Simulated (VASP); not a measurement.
The system is BaTiO3.

```
Ba Ti O
1.0
     3.99980    0.00000    0.00000
     0.00000    3.99980    0.00000
     0.00000    0.00000    4.01800
Ba Ti O
1 1 3
Direct
  0.00000 0.00000 0.00000
  0.50000 0.50000 0.49000
  0.00000 0.50000 0.51700
  0.50000 0.00000 0.51700
  0.50000 0.50000 0.01900
```

* Program: VASP 6.6.1
* Task: relaxation of cell and atoms
* Functional: PBEsol
* Dispersion: D3(BJ)
* Potentials or basis: VASP PAW PBE potentials, release 64 (Ba_sv, Ti_sv, O)
* Cutoff: 600 eV
* k mesh: 7 × 7 × 7
* Occupations: fermi-dirac, width 0.05 eV
* Spin: no spin polarisation

At the start: pressure -5.6 GPa; volume 12.86 Å³/atom.

Where does the relaxation end?

Over 7 steps the energy falls by 8.0 meV/atom and the volume is 12.47 Å³/atom (-3.0 %); space group P4mm (No. 99, to 0.05 Å).

Step by step:
| step | energy change (eV) | largest force (eV/Å) | pressure (GPa) | volume (Å³) |
| --- | --- | --- | --- | --- |
| 1 | 0.0000 | 0.3263 | -5.60 | 64.28 |
| 2 | 0.0077 | 0.3644 | 7.12 | 60.19 |
| 3 | -0.0385 | 0.0673 | 0.05 | 62.28 |
| 4 | -0.0385 | 0.0676 | 0.12 | 62.24 |
| 5 | -0.0396 | 0.0441 | 0.14 | 62.24 |
| 6 | -0.0397 | 0.0321 | 0.13 | 62.25 |
| 7 | -0.0399 | 0.0188 | -0.08 | 62.34 |

Final structure:
```
CELL_PARAMETERS angstrom
3.94971 0.00000 0.00000
0.00000 3.94971 0.00000
0.00000 0.00000 3.99624
ATOMIC_POSITIONS crystal
Ba 0.00000 0.00000 0.00196
Ti 0.50000 0.50000 0.48935
O 0.00000 0.50000 0.51494
O 0.50000 0.00000 0.51494
O 0.50000 0.50000 0.02181
```

Caveat: the PAW data sets were made with another functional, which shifts forces and pressure a little.
